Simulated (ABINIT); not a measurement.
# AgBr (Fm-3m): G0W0 with ABINIT, start to end, part 2 of 2

Wanted: ground state, empty states, screening and self-energy for AgBr (Fm-3m).

ABINIT 10.8.3; PBE and many-body steps on it, plane waves. Known limits of the many-body steps: not at the basis limit; d shell near the gap, gap tends to lie low; no spin-orbit coupling; coarse k mesh.

So far. Step 2 (Ground state): The gap is indirect, with the least direct gap 1.93 eV higher. Step 3 (Bands along the symmetry lines): The gap is 0.672 eV, as in the run before at this level.

The database entry behind the starting cell differs from later determinations by our own check (about 0.6 % short of the room-temperature cell), so it need not match the best structure at ambient conditions.

## Step 4: Empty states on the mesh, 4×4×4 mesh, 97 bands

Level of this step: DFT, PBE, plane waves, norm-conserving pseudopotentials (ABINIT).

The sums over transitions need many empty states on a uniform mesh; this step solves for them.

Contents of run.abi:

```
acell 3*1.0 Angstrom
rprim 
  -0.000000000000 2.870150000000 2.870150000000
  2.870150000000 0.000000000000 2.870150000000
  2.870150000000 2.870150000000 0.000000000000
ntypat 2
znucl 47 35
natom 2
typat 1 2
xred 
  0.000000000000 0.000000000000 0.000000000000
  0.500000000000 0.500000000000 0.500000000000
pp_dirpath "pseudos"
pseudos "Ag.upf, Br.upf"
ecut 37
ngkpt 4 4 4
nshiftk 1
shiftk 0 0 0
kptopt 1
chksymbreak 0
irdden 1
istwfk *1
nband 97
prtvol 0
optdriver 6
gwr_task "HDIAGO"
paral_kgb 0
occopt 1
indata_prefix "in"
outdata_prefix "out"
tmpdata_prefix "tmp"
```

The run is started by

```bash
> OMP_NUM_THREADS=1 mpirun -n 8 abinit run.abi > log
```

Numbers of over 12 decimals in the logs are rounded to 6 here.

The program printed:

```text
[banner, memory and clock lines left out]
.Version 10.8.3 of ABINIT. v10.8.2 released Aug 2026.

 Symmetries : space group Fm -3 m (#225); Bravais cF (face-center cubic)
[... echo of the input left out ...]
== DATASET  1 ==================================================================
-   mpi_nproc: 8, omp_nthreads: 1 (-1 if OMP is not activated)

--- !DatasetInfo
iteration_state: {dtset: 1, }
dimensions: {natom: 2, nkpt: 8, mband: 97, nsppol: 1, nspinor: 1, nspden: 1, mpw: 3479, }
cutoff_energies: {ecut:  37.0, pawecutdg:  -1.0, }
electrons: {nelect:   2.60000000E+01, charge:   0.00000000E+00, occopt:   1.00000000E+00, tsmear:   1.00000000E-02, }

.Using double precision arithmetic; gwpc =  8

- Reading GS density from: in_DEN

--- Pseudopotential description ------------------------------------------------
- Ag Generated using ONCVPSP code by D. R. Hamann
- 47.00000  19.00000  171031                  znucl, zion, pspdat
12 -101130 2 -1 1538                          pspcod,pspxc,lmax,lloc,mmax
     nproj     2     2     2
  pspatm : epsatm=   27.55768671
         --- l  ekb(1:nproj) -->
             0    9.557566   -0.414742
             1    3.443234   -0.133519
             2   -1.597169   -0.391124
 pspatm: atomic psp has been read  and splines computed

- Br Generated using ONCVPSP code by D. R. Hamann
- 35.00000   7.00000  171031                  znucl, zion, pspdat
12 -101130 2 -1 1098                          pspcod,pspxc,lmax,lloc,mmax
     nproj     2     2     2
  pspatm : epsatm=   11.64859065
         --- l  ekb(1:nproj) -->
             0    8.455549    0.878460
             1    5.292495    0.880691
             2    2.589748    0.385882
 pspatm: atomic psp has been read  and splines computed

   1.01936321E+03                                ecore*ucvol(ha*bohr**3)

 Total charge density [el/Bohr^3]
)     Maximum=    2.1427E+00  at reduced coord.    0.0000    0.0889    0.9111
)     Minimum=    2.0410E-03  at reduced coord.    0.5111    0.4889    0.4889
   Integrated=    2.6000E+01

 === KS gaps after direct diagonalization ===
 Indirect band gap semiconductor
 Fundamental gap:     0.672 (eV)
   VBM:     4.902 (eV) at k: [ 5.0000E-01,  0.0000E+00,  0.0000E+00]
   CBM:     5.574 (eV) at k: [ 0.0000E+00,  0.0000E+00,  0.0000E+00]
 Direct gap:         2.604 (eV) at k: [ 0.0000E+00,  0.0000E+00,  0.0000E+00]

== END DATASET(S) ==============================================================

 -outvars: echo values of variables after computation  --------
           etotal      0.0000000000E+00
            nband          97
             nkpt           8
          spgroup         225
 [... the other variables as echoed above ...]

 Calculation completed.
```

The job ended after 35 s (8 MPI ranks of Arm Neoverse V1, shared host; peak memory 5.5 GiB; 4.7 min of CPU time).

This step gave:

| Quantity | Value |
| --- | --- |
| gap | 0.6721 eV |
| k of the valence top | 0.5, 0, 0 |
| k of the conduction bottom | 0, 0, 0 |
| least direct gap | 2.604 eV |
| k points computed | 8 |
| lowest point of the top converged band, above the valence top | 70.3708 eV |

On this mesh the gap is 0.672 eV.

## Step 5: Screening, 4×4×4 mesh, 89 bands, screening to 136.1 eV

The RPA dielectric matrix is built and inverted for each q.

This step: RPA screening on PBE, plane waves, norm-conserving pseudopotentials.

Changes to run.abi since step 4:

```diff
@@ -20,10 +20,11 @@
 chksymbreak 0
-irdden 1
 istwfk *1
-nband 97
-prtvol 0
-optdriver 6
-gwr_task "HDIAGO"
-paral_kgb 0
 occopt 1
+irdwfk 1
+optdriver 3
+nband 89
+ecuteps 5
+inclvkb 2
+awtr 1
+symchi 1
 indata_prefix "in"
```

The program printed:

```text
.Version 10.8.3 of ABINIT. v10.8.2 released Aug 2026.

 Symmetries : space group Fm -3 m (#225); Bravais cF (face-center cubic)
[... echo of the input left out ...]
== DATASET  1 ==================================================================
-   mpi_nproc: 8, omp_nthreads: 1 (-1 if OMP is not activated)

--- !DatasetInfo
iteration_state: {dtset: 1, }
dimensions: {natom: 2, nkpt: 8, mband: 89, nsppol: 1, nspinor: 1, nspden: 1, mpw: 3479, }
cutoff_energies: {ecut:  37.0, pawecutdg:  -1.0, }
electrons: {nelect:   2.60000000E+01, charge:   0.00000000E+00, occopt:   1.00000000E+00, tsmear:   1.00000000E-02, }

 SCREENING: Calculation of the susceptibility and dielectric matrices

 Based on a program developped by R.W. Godby, V. Olevano, G. Onida, and L. Reining.
 Incorporated in ABINIT by V. Olevano, G.-M. Rignanese, and M. Torrent.
.Using double precision arithmetic ; gwpc =  8

[... cell and pseudopotentials left out ...]
--------------------------------------------------------------------------------

 ==== K-mesh for the wavefunctions ====
 Number of points in the irreducible wedge :     8
[... list of points left out ...]
 Together with 48 symmetry operations and time-reversal symmetry
 yields    64 points in the full Brillouin Zone.

 ==== Q-mesh for the screening function ====
 Number of points in the irreducible wedge :     8
[... list of points left out ...]
 Together with 48 symmetry operations and time-reversal symmetry
 yields    64 points in the full Brillouin Zone.

 setmesh: FFT mesh size selected  =    30x   30x   30
          total number of points  =        27000

 vcoul_init : cutoff-mode = AUXILIARY_FUNCTION
 q-points for optical limit:   1
     1)      0.000010    0.000020    0.000030

- screening: taking advantage of time-reversal symmetry
- Maximum band index for partially occupied states nbvw = 13
- Remaining bands to be divided among processors   nbcw = 76
- Number of bands treated by each node ~9

 Number of electrons calculated from density =   26.0000; Expected =   26.0000
 average of density, n =  0.081477
 r_s =    1.4310
 omega_plasma =   27.5342 [eV]

 calculating chi0 at frequencies [eV] :
  1    0.000000E+00    0.000000E+00
  2    0.000000E+00    2.753418E+01

--------------------------------------------------------------------------------
  q-point number  1        q = ( 0.000000, 0.000000, 0.000000) [r.l.u.]
--------------------------------------------------------------------------------
[... chi0 elements left out ...]
 For q-point:  0.000010 0.000020 0.000030
  dielectric constant =   6.8254
  dielectric constant without local fields =   7.3628

  Average fulfillment of the sum rule on Im[epsilon] for q-point    1 :     62.21  [%]
[... wings left out ...]
  q-point number  2        q = ( 0.250000, 0.000000, 0.000000) [r.l.u.]
--------------------------------------------------------------------------------
[... chi0 elements left out ...]
  Average fulfillment of the sum rule on Im[epsilon] for q-point    2 :     76.59  [%]

 [... 6 further q-points ...]
```

It took 14 s on 8 MPI ranks; peak memory 1.4 GiB; 1.9 min of CPU time.

Numbers from this step:

```yaml
eps_infinity_with_local_fields_on_this_mesh_along_the_program_s_q_direction: 6.825
the_same_without_local_fields: 7.363
plasma_frequency: 27.53 eV
plane_waves_in_the_screening_matrix: 169
```

Local fields lower ε∞ by 7 %. On a Γ-centred mesh this coarse the value itself is usually too large, while a short band sum pulls it down.

## Step 6: Self-energy, 4×4×4 mesh, 89 bands, screening to 136.1 eV

The self-energy is evaluated for the states that the input lists, and the levels follow from it, in one-shot runs by the linearised quasiparticle equation.

This step: G0W0 on PBE, plane waves, norm-conserving pseudopotentials.

Changes to run.abi since step 5:

```diff
@@ -23,8 +23,17 @@
 irdwfk 1
-optdriver 3
+optdriver 4
 nband 89
+gwcalctyp 0
+ecutsigx 37
+symsigma 1
+nkptgw 2
+kptgw 
+  0.5000000000 0.0000000000 0.0000000000
+  0.0000000000 0.0000000000 0.0000000000
+bdgw 
+  12 15
+  11 17
 ecuteps 5
-inclvkb 2
-awtr 1
-symchi 1
+irdscr 1
+ppmodel 1
 indata_prefix "in"
```

The program printed:

```text
.Version 10.8.3 of ABINIT. v10.8.2 released Aug 2026.

 Symmetries : space group Fm -3 m (#225); Bravais cF (face-center cubic)
[... echo of the input left out ...]
== DATASET  1 ==================================================================
-   mpi_nproc: 8, omp_nthreads: 1 (-1 if OMP is not activated)

--- !DatasetInfo
iteration_state: {dtset: 1, }
dimensions: {natom: 2, nkpt: 8, mband: 89, nsppol: 1, nspinor: 1, nspden: 1, mpw: 3479, }
cutoff_energies: {ecut:  37.0, pawecutdg:  -1.0, }
electrons: {nelect:   2.60000000E+01, charge:   0.00000000E+00, occopt:   1.00000000E+00, tsmear:   1.00000000E-02, }

 SIGMA: Calculation of the GW corrections

 Based on a program developped by R.W. Godby, V. Olevano, G. Onida, and L. Reining.
 Incorporated in ABINIT by V. Olevano, G.-M. Rignanese, and M. Torrent.
.Using double precision arithmetic ; gwpc =  8

[... cell and pseudopotentials left out ...]
--------------------------------------------------------------------------------

 ==== K-mesh for the wavefunctions ====
 Number of points in the irreducible wedge :     8
[... list of points left out ...]
 Together with 48 symmetry operations and time-reversal symmetry
 yields    64 points in the full Brillouin Zone.

 ==== Q-mesh for screening function ====
 Number of points in the irreducible wedge :     8
[... list of points left out ...]
 Together with 48 symmetry operations and time-reversal symmetry
 yields    64 points in the full Brillouin Zone.

 vcoul_init : cutoff-mode = AUXILIARY_FUNCTION
 q-points for optical limit:   1
     1)      0.000010    0.000020    0.000030
 setmesh: FFT mesh size selected  =    45x   45x   45
          total number of points  =        91125

 Number of electrons calculated from density =   26.0000; Expected =   26.0000
 average of density, n =  0.081477
 r_s =    1.4310
 omega_plasma =   27.5342 [eV]

 === KS Band Gaps ===
  >>>> For spin  1
   Minimum direct gap =   2.6040 [eV], located at k-point      :   0.0000  0.0000  0.0000
   Fundamental gap    =   0.6721 [eV], Top of valence bands at :   0.5000  0.0000  0.0000
                                       Bottom of conduction at :   0.0000  0.0000  0.0000
 SIGMA fundamental parameters:
 PLASMON POLE MODEL  1
 number of plane-waves for SigmaX                 3479
 number of plane-waves for SigmaC and W            169
 number of plane-waves for wavefunctions          3479
 number of bands                                    89
 number of independent spin polarizations            1
 number of spinorial components                      1
 number of k-points in IBZ                           8
 number of q-points in IBZ                           8
 number of symmetry operations                      48
 number of k-points in BZ                           64
 number of q-points in BZ                           64
 number of frequencies for dSigma/dE                 9
 frequency step for dSigma/dE [eV]                0.25
 number of omega for Sigma on real axis              0
 max omega for Sigma on real axis  [eV]           0.00
 zcut for avoiding poles [eV]                     0.10

 EPSILON^-1 parameters (SCR file):
 dimension of the eps^-1 matrix on file            169
 dimension of the eps^-1 matrix used               169
 number of plane-waves for wavefunctions          3479
 number of bands                                    89
 number of q-points in IBZ                           8
 number of frequencies                               2
 number of real frequencies                          1
 number of imag frequencies                          1

 matrix elements of self-energy operator (all in [eV])

 Perturbative Calculation

--- !SelfEnergy_ee
iteration_state: {dtset: 1, }
kpoint     : [   0.500,    0.000,    0.000, ]
spin       : 1
KS_gap     :    3.739
QP_gap     :    4.455
Delta_QP_KS:    0.717
data: !SigmaeeData |
     Band     E0 <VxcDFT>   SigX SigC(E0)      Z dSigC/dE  Sig(E)    E-E0       E
       12   4.902 -19.825 -24.070   3.558   0.799  -0.252 -20.374  -0.548   4.353
       13   4.902 -19.825 -24.070   3.558   0.799  -0.252 -20.374  -0.548   4.353
       14   8.640  -8.808  -4.761  -3.844   0.833  -0.201  -8.640   0.168   8.809
       15  11.496 -13.328  -7.291  -4.923   0.799  -0.251 -12.438   0.890  12.387

--- !SelfEnergy_ee
iteration_state: {dtset: 1, }
kpoint     : [   0.000,    0.000,    0.000, ]
spin       : 1
KS_gap     :    2.604
QP_gap     :    3.703
Delta_QP_KS:    1.099
data: !SigmaeeData |
     Band     E0 <VxcDFT>   SigX SigC(E0)      Z dSigC/dE  Sig(E)    E-E0       E
       11   2.970 -13.222 -16.694   2.542   0.798  -0.253 -13.965  -0.743   2.227
       12   2.970 -13.222 -16.694   2.542   0.798  -0.253 -13.965  -0.743   2.227
       13   2.970 -13.222 -16.694   2.542   0.798  -0.253 -13.965  -0.743   2.227
       14   5.574 -10.605  -6.493  -3.681   0.827  -0.210 -10.249   0.356   5.930
       15  14.829 -11.431  -6.553  -4.240   0.817  -0.223 -10.910   0.521  15.349
       16  14.829 -11.431  -6.553  -4.240   0.817  -0.223 -10.910   0.521  15.349
       17  14.829 -11.431  -6.553  -4.240   0.817  -0.223 -10.910   0.521  15.349

== END DATASET(S) ==============================================================
================================================================================

 -outvars: echo values of variables after computation  --------
           etotal      0.0000000000E+00
            nband          89
             nkpt           8
          spgroup         225
 [... the other variables as echoed above ...]

 Calculation completed.
```

Wall time 5.2 s (8 MPI ranks); peak memory 1.3 GiB.

This step gave:

- G0W0 gap on the points computed: 1.577 eV
- starting gap on the mesh: 0.6721 eV
- k of the valence top: 0.5, 0, 0
- k of the conduction bottom: 0, 0, 0
- Z at the valence top: 0.799
- Z at the conduction bottom: 0.827
- least direct G0W0 gap on the computed points: 3.703 eV

The gap on the mesh goes from 0.67 eV to 1.58 eV, a correction of +0.90 eV.

Limits: finite bands, cutoff and mesh; d shell near the gap, gap tends to lie low; no spin-orbit coupling; coarse k mesh. v1 is the top filled band, c1 the lowest empty one. Levels before and after the correction, in eV, zero at the valence-band top of each column:

```tsv
	conduction bottom	valence top
Kohn-Sham	0.67	0.00
G0W0	1.58	0.00
```

```tsv
	level	energy (eV)
Kohn-Sham	(0.5 0 0) v2-v1	0.000
Kohn-Sham	(0.5 0 0) c1	3.739
Kohn-Sham	(0.5 0 0) c2	6.595
Kohn-Sham	Γ v3-v1	-1.932
Kohn-Sham	Γ c1	0.672
Kohn-Sham	Γ c2-c4	9.927
G0W0	(0.5 0 0) v2-v1	0.000
G0W0	(0.5 0 0) c1	4.456
G0W0	(0.5 0 0) c2	8.034
G0W0	Γ v3-v1	-2.126
G0W0	Γ c1	1.577
G0W0	Γ c2-c4	10.996
```

## Step 7: Where the time went

Times are wall times on 8 MPI ranks of Arm Neoverse V1, shared host, good to a factor of about two.

```tsv
step	time	share	memory (GiB)
ground state	7.6 s	10 %	0.61
bands along the symmetry lines	11 s	15 %	0.54
empty states on the mesh	35 s	48 %	5.5
screening	14 s	19 %	1.4
self-energy	5.2 s	7 %	1.3
```

## Step 8: What came out

| Quantity | Value |
| --- | --- |
| PBE gap | 0.67 eV, indirect |
| G0W0 gap on the mesh | 1.58 eV |
| GW settings | 4×4×4 mesh, 89 bands, screening to 136.1 eV, Godby-Needs plasmon pole |
| known limits | not at the basis limit; d shell near the gap, gap tends to lie low; no spin-orbit coupling; coarse k mesh |

What this shows: G0W0 moves the gap on the mesh from 0.67 eV to 1.58 eV (+0.90 eV), with Z of 0.80 and 0.83 at the edges. Local fields lower the RPA ε∞ on this mesh from 7.36 to 6.83; a Γ-centred mesh this coarse tends to raise both, most where the direct gap is narrow, while a short band sum lowers them. Only 2 of the mesh's irreducible points were corrected, so a valley elsewhere could overtake. The dearest step here is «empty states on the mesh». Bands and cutoff are finite, so the gap is not at the basis limit. The miss can reach some tenths of an eV and take either sign; the mesh is an error of its own. In the G0W0 run levels were corrected at 2 k points alone, so a gap called «on the mesh» is the least over those, and an edge elsewhere would be missed. The 4×4×4 mesh is coarse for this cell, which bears on the long-range parts of exchange and screening. A d shell, filled or nearly so, lies near the gap. One-shot GW converges very slowly in bands there, not always from below, and on a semilocal start the gap tends to come out low; starts rich in exact exchange can overshoot instead. The many-body steps are scalar-relativistic: spin-orbit coupling is not in them.

[Paths, hosts, dates, memory and timing lines, banners, echoed tables and standing remarks are left out of the program output.]

[Logs are printed without paths, hosts, clocks, repeated set-up lines and the standing remarks that a program may print on its own settings, such as how far it seeks lower states.]

[Runs of the session that timed out or met a known fault of the program may be left out.]

[Hosts, paths, dates, database ids (printed as entryN), source tags and the programs' standing remarks are cut or masked in the printed files.]

[G0W0 gaps are taken among the corrected bands and points alone; a level outside them can change the order at an edge.]

[Where Ansatz stands beside ABINIT at settings called matched, ABINIT's density can come from a denser mesh and the files from another edition; pairs whose starting gaps differed by over 0.03 eV were left out, so agreement reads better than it is.]
